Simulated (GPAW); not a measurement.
The system is Bi.

```
Bi
1.0
    -1.98143    1.98143    1.98143
     1.98143   -1.98143    1.98143
     1.98143    1.98143   -1.98143
Bi
1
Direct
  0.00000 0.00000 0.00000
```

This isn't the form of Bi at room conditions, which is rhombohedral.

Program: GPAW 26.7.0. Alike in all runs: no spin polarisation; cell as given; k mesh 9 × 9 × 9; cutoff (eV) 600.

**Question.** Order these runs on this cell by their pressure, lowest first.
A. level BLYP; potentials or basis PAW data sets generated in the run's folder for this functional, pw; smearing fermi-dirac 0.05 eV; band path GHNGPH,PN; band points 80; eigensolver davidson
B. level RPBE; potentials or basis the program's PAW data sets (release 1.2.1) made for this functional, pw; smearing fermi-dirac 0.05 eV; band path GHNGPH,PN; band points 60
C. level LDA; potentials or basis the program's PAW data sets (release 1.2.1) made for this functional, pw; smearing gaussian 0.05 eV

**Answer.** C (-3.4 GPa), B (2.2 GPa), A (4.9 GPa).

Runs at the PBE level aren't shown here.
